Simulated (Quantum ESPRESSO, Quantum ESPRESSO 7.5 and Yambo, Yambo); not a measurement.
# Quasiparticle gap of MoS2 (2H monolayer) in Yambo

Wanted: ground state, empty states, screening and self-energy for MoS2 (2H monolayer).

Calculated with Quantum ESPRESSO 7.5 and Yambo 5.3.0; PBE and many-body steps on it, plane waves.

**Experimental background.**

- Gap 2.16 ± 0.02 eV: quasiparticle gap from STS, corrected for modulation broadening; scanning tunnelling spectroscopy; 5 K; monolayer (CVD-grown monolayer on epitaxial graphene) on epitaxial graphene on SiC (“Quantum-Confined Electronic States arising from Moir'e Pattern of MoS2-WSe2 Hetero-bilayers”, 2017, arxiv:1712.00116).

- Gap 1.9402 eV: optical (excitonic) gap: neutral A exciton PL emission energy at K, not the quasiparticle gap; photoluminescence, Lorentzian fit; 5 K; monolayer (exfoliated monolayer encapsulated in hBN on Si) (“Raman scattering excitation in monolayers of semiconducting transition metal dichalcogenides”, 2023, arxiv:2308.08320).

- Gap 2.75 eV: quasiparticle (electronic) gap from STS, without graphene; scanning tunnelling spectroscopy; 77 K; monolayer (“Slow cooling and efficient extraction of C-exciton hot carriers in MoS2 monolayer”, 2017, pmc:5227064).

- Gap 2 eV: quasiparticle gap from STS, about 4 nm away from grain boundary; scanning tunnelling spectroscopy; 300 K; monolayer on HOPG (“Evolution of Metastable Defects and Its Effect on the Electronic Properties of MoS2 Films”, 2018, pmc:5928116).

- Gap 1.85 eV: optical gap from PL peak (excitonic); photoluminescence, 473 nm laser; monolayer on sapphire (“Determination of band alignment in the single layer MoS2/WSe2 heterojunction”, 2014, arxiv:1406.5137).

This is a selection; 32 further reports are not listed.

This is a report of a sequence of runs, with most program output left out.

### 1. The structure

The cell holds 3 atoms: 1 Mo and 2 S. Its edges and angles: a = 3.468 Å, b = 3.468 Å, c = 16.000 Å, α = 90.0°, β = 90.0°, γ = 120.0°. It derives from  ([{'formula': 'MoS2', 'spacegroup': 194, 'source': 'prototype of the bulk crystal'}]). Vacuum lies along c.

The start is a generated structure, not a measured one.

### 2. Relaxation

This step: Quantum ESPRESSO 7.5; DFT, PBE, plane waves, norm-conserving pseudopotentials.

A relaxation at this level of theory: leftover forces would pass straight into the levels.

pw.in

```
&control
  calculation = 'vc-relax'
  prefix = 'x'
  outdir = 'o'
  pseudo_dir = 'pseudo'
  forc_conv_thr = 4e-4
  nstep = 60
/
&system
  ibrav = 0
  nat = 3
  ntyp = 2
  ecutwfc = 92.0
  nbnd = 18
  force_symmorphic = .true.
  occupations = 'smearing'
  smearing = 'fd'
  degauss = 0.002
/
&electrons
  conv_thr = 1e-9
  electron_maxstep = 80
  mixing_beta = 0.5
/
&ions
/
&cell
  press_conv_thr = 0.3
  cell_dofree = '2Dxy'
/
ATOMIC_SPECIES
  Mo 95.95 Mo.upf
  S 32.06 S.upf
CELL_PARAMETERS angstrom
  3.4681845800 -0.0000000000 0.0000000000
  -1.7340922900 3.0035359513 0.0000000000
  0.0000000000 0.0000000000 16.0000000000
ATOMIC_POSITIONS crystal
  Mo 0.3333333333 0.6666666667 0.5000000000
  S 0.6666666667 0.3333333333 0.6058205925
  S 0.6666666667 0.3333333333 0.3941794075
K_POINTS automatic
  9 9 1 0 0 0
```

The run is started by

```bash
OMP_NUM_THREADS=1 mpirun -n 16 pw.x -nk 8 -in pw.in > pw.out
```

Wall time 90 s (16 MPI ranks of AMD EPYC 7R43, shared host); peak memory 1.7 GiB.

Relaxation path:

| step | energy less that of the first step (eV) | largest force (eV/Å) | volume (Å³) |
| --- | --- | --- | --- |
| 1 | 0.0000 | 2.7235 | 166.67 |
| 2 | -0.4961 | 2.0475 | 162.01 |
| 3 | -0.9145 | 1.0716 | 156.35 |
| 4 | -1.1520 | 0.5985 | 148.05 |
| 5 | -1.1743 | 0.5323 | 146.73 |
| 6 | -1.1965 | 0.4129 | 145.29 |
| 7 | -1.2193 | 0.2388 | 143.14 |
| 8 | -1.2297 | 0.0062 | 140.49 |
| 9 | -1.2297 | 0.0017 | 140.58 |
| 10 | -1.2293 | 0.0016 | 140.58 |

| cell as run | before | after | change |
| --- | --- | --- | --- |
| a (Å) | 3.468 | 3.185 | -8.2 % |
| b (Å) | 3.468 | 3.185 | -8.2 % |

The atoms that moved most (Å, along periodic axes as changes of fractional coordinates times the final cell, across vacuum about the mean position):

| atom | dx | dy | dz | length |
| --- | --- | --- | --- | --- |
| S2 | 0.000 | 0.000 | -0.130 | 0.130 |
| S3 | 0.000 | 0.000 | 0.130 | 0.130 |

The relaxed structure:

```
Mo S
1.0
     3.18519    0.00000    0.00000
    -1.59259    2.75845    0.00000
     0.00000    0.00000   16.00000
Mo S
1 2
Direct
  0.33333 0.66667 0.50000
  0.66667 0.33333 0.59769
  0.66667 0.33333 0.40231
```

### 3. Ground state

The ground-state density comes first.

pw.in

```
&control
  calculation = 'scf'
  prefix = 'x'
  outdir = 'o'
  pseudo_dir = 'pseudo'
  tprnfor = .true.
  tstress = .true.
/
&system
  ibrav = 0
  nat = 3
  ntyp = 2
  ecutwfc = 72.0
  nbnd = 18
  force_symmorphic = .true.
/
&electrons
  conv_thr = 1e-10
  electron_maxstep = 80
  mixing_beta = 0.5
/
ATOMIC_SPECIES
  Mo 95.95 Mo.upf
  S 32.06 S.upf
CELL_PARAMETERS angstrom
  3.1851871550 -0.0000000002 0.0000000000
  -1.5925935773 2.7584529921 0.0000000000
  0.0000000000 0.0000000000 16.0000000000
ATOMIC_POSITIONS crystal
  Mo 0.3333333333 0.6666666667 0.5000000000
  S 0.6666666667 0.3333333333 0.5976878830
  S 0.6666666667 0.3333333333 0.4023121170
K_POINTS automatic
  12 12 1 0 0 0
```

Wall time 8.5 s (16 MPI ranks); peak memory 1.3 GiB; 2.2 min of CPU time.

This step gave:

```
total energy               : -2515.6882 eV
gap                        : 1.657 eV
k of the valence top       : 0, 0, 0
k of the conduction bottom : 0.3333, 0.3333, 0
least direct gap           : 1.676 eV
pressure                   : -0.06900 GPa
```

The gap is indirect, with the least direct gap 0.018 eV higher.

### 4. Bands along the symmetry lines

The cheap functional maps the bands first; the places of the edges decide which points the dearer methods must see.

pw.in

```
&control
  calculation = 'bands'
  prefix = 'x'
  outdir = 'o'
  pseudo_dir = 'pseudo'
/
&system
  ibrav = 0
  nat = 3
  ntyp = 2
  ecutwfc = 72.0
  nbnd = 19
  force_symmorphic = .true.
/
&electrons
  conv_thr = 1e-9
  electron_maxstep = 80
  diago_full_acc = .true.
  diago_thr_init = 5e-6
/
ATOMIC_SPECIES
  Mo 95.95 Mo.upf
  S 32.06 S.upf
CELL_PARAMETERS angstrom
  3.1851871550 -0.0000000002 0.0000000000
  -1.5925935773 2.7584529921 0.0000000000
  0.0000000000 0.0000000000 16.0000000000
ATOMIC_POSITIONS crystal
  Mo 0.3333333333 0.6666666667 0.5000000000
  S 0.6666666667 0.3333333333 0.5976878830
  S 0.6666666667 0.3333333333 0.4023121170
K_POINTS crystal
  25
  0.00000000 0.00000000 0.00000000 1
  0.06250000 0.00000000 0.00000000 1
  0.12500000 0.00000000 0.00000000 1
  0.18750000 0.00000000 0.00000000 1
  0.25000000 0.00000000 0.00000000 1
  0.31250000 0.00000000 0.00000000 1
  0.37500000 0.00000000 0.00000000 1
  0.43750000 0.00000000 0.00000000 1
  0.50000000 0.00000000 0.00000000 1
  0.47916667 0.04166667 0.00000000 1
  0.45833333 0.08333333 0.00000000 1
  0.43750000 0.12500000 0.00000000 1
  0.41666666 0.16666666 0.00000000 1
  0.39583333 0.20833333 0.00000000 1
  0.37500000 0.25000000 0.00000000 1
  0.35416666 0.29166666 0.00000000 1
  0.33333333 0.33333333 0.00000000 1
  0.29166666 0.29166666 0.00000000 1
  0.25000000 0.25000000 0.00000000 1
  0.20833333 0.20833333 0.00000000 1
  0.16666666 0.16666666 0.00000000 1
  0.12500000 0.12500000 0.00000000 1
  0.08333333 0.08333333 0.00000000 1
  0.04166667 0.04166667 0.00000000 1
  0.00000000 0.00000000 0.00000000 1
```

The run is started by

```bash
OMP_NUM_THREADS=1 mpirun -n 16 pw.x -nk 16 -in pw.in > pw.out
```

Run time: 4.5 s. Hardware: 16 MPI ranks; peak memory 1.4 GiB.

Numbers from this step:

| Item | Value |
| --- | --- |
| gap | 1.657 eV |
| k of the valence top | 0, 0, 0 |
| k of the conduction bottom | 0.3333, 0.3333, 0 |
| least direct gap | 1.676 eV |

The gap is 1.657 eV, as in the run before at this level.

The electronic bands at the labelled points (eV, zero at the top of the highest filled band):

| point | band 10 | band 11 | band 12 | band 13 | band 14 | band 15 | band 16 | band 17 |
| --- | --- | --- | --- | --- | --- | --- | --- | --- |
| Γ | -1.76 | -1.50 | -1.50 | 0.00 | 2.75 | 2.75 | 3.00 | 3.00 |
| halfway | -2.48 | -1.79 | -1.32 | -0.72 | 2.17 | 2.35 | 2.89 | 3.76 |
| M | -3.16 | -1.86 | -0.98 | -0.63 | 2.23 | 2.74 | 3.86 | 4.29 |
| halfway | -3.12 | -2.35 | -1.88 | -0.32 | 2.12 | 3.02 | 3.49 | 4.37 |
| K | -3.55 | -2.86 | -2.15 | -0.02 | 1.66 | 3.06 | 3.53 | 4.84 |
| halfway | -3.17 | -1.97 | -1.04 | -0.78 | 1.93 | 2.47 | 2.66 | 4.15 |
| Γ | -1.76 | -1.50 | -1.50 | 0.00 | 2.75 | 2.75 | 3.00 | 3.00 |

### 5. Empty states on the mesh, 9×9×1 mesh, 109 bands

The sums over transitions need many empty states on a uniform mesh; this step solves for them.

pw.in

```
&control
  calculation = 'nscf'
  prefix = 'x'
  outdir = 'o'
  pseudo_dir = 'pseudo'
/
&system
  ibrav = 0
  nat = 3
  ntyp = 2
  ecutwfc = 72.0
  nbnd = 109
  force_symmorphic = .true.
/
&electrons
  conv_thr = 1e-9
  electron_maxstep = 80
  diago_full_acc = .true.
  diago_thr_init = 5e-6
/
ATOMIC_SPECIES
  Mo 95.95 Mo.upf
  S 32.06 S.upf
CELL_PARAMETERS angstrom
  3.1851871550 -0.0000000002 0.0000000000
  -1.5925935773 2.7584529921 0.0000000000
  0.0000000000 0.0000000000 16.0000000000
ATOMIC_POSITIONS crystal
  Mo 0.3333333333 0.6666666667 0.5000000000
  S 0.6666666667 0.3333333333 0.5976878830
  S 0.6666666667 0.3333333333 0.4023121170
K_POINTS automatic
  9 9 1 0 0 0
```

The run is started by

```bash
OMP_NUM_THREADS=1 mpirun -n 16 pw.x -nk 4 -in pw.in > pw.out
```

Elapsed: 10 s, on 16 MPI ranks; peak memory 1.2 GiB; 2.7 min of CPU time.

Numbers from this step:

- gap: 1.657 eV
- k of the valence top: 0, 0, 0
- k of the conduction bottom: 0.3333, 0.3333, 0
- least direct gap: 1.676 eV
- k points computed: 12
- lowest point of the top converged band, above the valence top: 42.68 eV

On this mesh the gap is 1.657 eV.

### 6. Conversion and set-up

This step: Yambo 5.3.0; conversion and set-up on PBE, plane waves, norm-conserving pseudopotentials.

The states are converted to the many-body program's format and the q mesh is built.

The run is started by

```bash
(cd o/x.save; p2y > p2y.log; mv SAVE ../..); yambo > setup.log
```

Elapsed: 3.8 s, on 1 MPI rank; peak memory 0.25 GiB.

### 7. Screening and self-energy, 9×9×1 mesh, 109 bands, screening to 129.3 eV

Now the one-shot GW correction: screening in the RPA, then the self-energy of the levels asked for.

This step: G0W0 on PBE, plane waves, norm-conserving pseudopotentials.

gw1.in

```
HF_and_locXC
gw0
dyson
ppa
em1d
rim_cut
rim_w
RandQpts= 3000000
RandGvec= 100 RL
CUTGeo= "slab z"
RandGvecW= 9 RL
EXXRLvcs= 72 Ry
VXCRLvcs= 288 Ry
Chimod= "HARTREE"
% BndsRnXp
 1 | 109 |
%
NGsBlkXp= 9.5 Ry
% LongDrXp
 1 | 1 | 0 |
%
% GbndRnge
 1 | 109 |
%
DysSolver= "n"
ExtendOut
PPAPntXp= 27.21138 eV
% QPkrange
 1 | 1 | 12 | 15 |
 12 | 12 | 12 | 15 |
%
```

The run is started by

```bash
OMP_NUM_THREADS=2 mpirun -n 8 yambo -F gw1.in -J gw1 -C gw1 > gw1.log
```

Run time: 6.6 min. Hardware: 8 MPI ranks; peak memory 5.2 GiB.

This step gave:

- G0W0 gap on the points computed: 2.621 eV
- starting gap on the mesh: 1.657 eV
- k of the valence top: 0.3333, 0.3333, 0
- k of the conduction bottom: 0.3333, 0.3333, 0
- least direct G0W0 gap on the computed points: 2.621 eV
- Z at the valence top: 0.7512
- Z at the conduction bottom: 0.7473

The gap on the mesh goes from 1.66 eV to 2.62 eV, a correction of +0.96 eV.

Limits: finite bands, cutoff and mesh; no spin-orbit coupling. v1 is the top filled band, c1 the lowest empty one. The levels before and after the correction (eV, zero at the valence-band top of each column):

|  | conduction bottom | valence top |
| --- | --- | --- |
| Kohn-Sham | 1.66 | 0.00 |
| G0W0 | 2.62 | 0.00 |

|  | level | energy (eV) |
| --- | --- | --- |
| Kohn-Sham | (0.333 0.333 0) v2 | -2.145 |
| Kohn-Sham | (0.333 0.333 0) v1 | -0.018 |
| Kohn-Sham | (0.333 0.333 0) c1 | 1.657 |
| Kohn-Sham | (0.333 0.333 0) c2 | 3.058 |
| G0W0 | (0.333 0.333 0) v2 | -2.642 |
| G0W0 | (0.333 0.333 0) v1 | 0.000 |
| G0W0 | (0.333 0.333 0) c1 | 2.621 |
| G0W0 | (0.333 0.333 0) c2 | 3.942 |

### 8. Where the time went

Times are wall times on the hardware named with each run, good to a factor of about two.

| step | time | share | memory (GiB) |
| --- | --- | --- | --- |
| relaxation | 90 s | 18 % | 1.7 |
| ground state | 8.5 s | 2 % | 1.3 |
| bands along the symmetry lines | 4.5 s | 1 % | 1.4 |
| empty states on the mesh | 10 s | 2 % | 1.2 |
| conversion and set-up | 3.8 s | 1 % | 0.25 |
| screening and self-energy | 6.6 min | 77 % | 5.2 |

### 9. Outcome

- PBE gap: 1.66 eV, indirect (only 18 meV under the direct gap)
- G0W0 gap on the mesh: 2.62 eV
- GW settings: 9×9×1 mesh, 109 bands, screening to 129.3 eV, Godby-Needs plasmon pole
- known limits: not at the basis limit; no spin-orbit coupling

**Reading.** G0W0 moves the gap on the mesh from 1.66 eV to 2.62 eV (+0.96 eV), with Z of 0.75 and 0.75 at the edges. Only 2 of the mesh's irreducible points were corrected, so a valley elsewhere could overtake. The dearest step here is «screening and self-energy». Against experiment, by G0W0@PBE: the gap of 2.62 eV lies +0.46 eV from the measured 2.16 ± 0.02 eV (electronic, 5 K, on epitaxial graphene on SiC, 2017); the direct gap of 2.62 eV lies +0.68 eV from the measured 1.9402 eV (exciton, 5 K, encapsulated, 2023); the gap of 2.62 eV lies −0.13 eV from the measured 2.75 eV (electronic, 77 K, 2017); the gap of 2.62 eV lies +0.62 eV from the measured 2 eV (electronic, 300 K, on HOPG, 2018); the direct gap of 2.62 eV lies +0.77 eV from the measured 1.85 eV (exciton, on sapphire, 2014). An exciton line or allowed optical edge lies below the quasiparticle gap by the binding energy; a forbidden edge can push the onset above it. The computed sheet is free-standing; a substrate or cover screens it further and lowers both gap and binding, while the exciton line moves little. The calculation has static nuclei and no excitons; a measured gap holds zero-point and thermal motion, which mostly lowers it. Bands and cutoff are finite, so the gap is not at the basis limit. The miss can reach some tenths of an eV and take either sign; the mesh is an error of its own. In the G0W0 run levels were corrected at 2 k points alone, so a gap called «on the mesh» is the least over those, and an edge elsewhere would be missed. The many-body steps are scalar-relativistic: spin-orbit coupling is not in them.

[Paths, hosts, dates, memory and timing lines, banners, echoed tables and standing remarks are left out of the program output.]

[Logs are printed without paths, hosts, clocks, repeated set-up lines and the standing remarks that a program may print on its own settings, such as how far it seeks lower states.]

[Runs of the session that timed out or met a known fault of the program may be left out.]

[Hosts, paths, dates, database ids (printed as entryN), source tags and the programs' standing remarks are cut or masked in the printed files.]
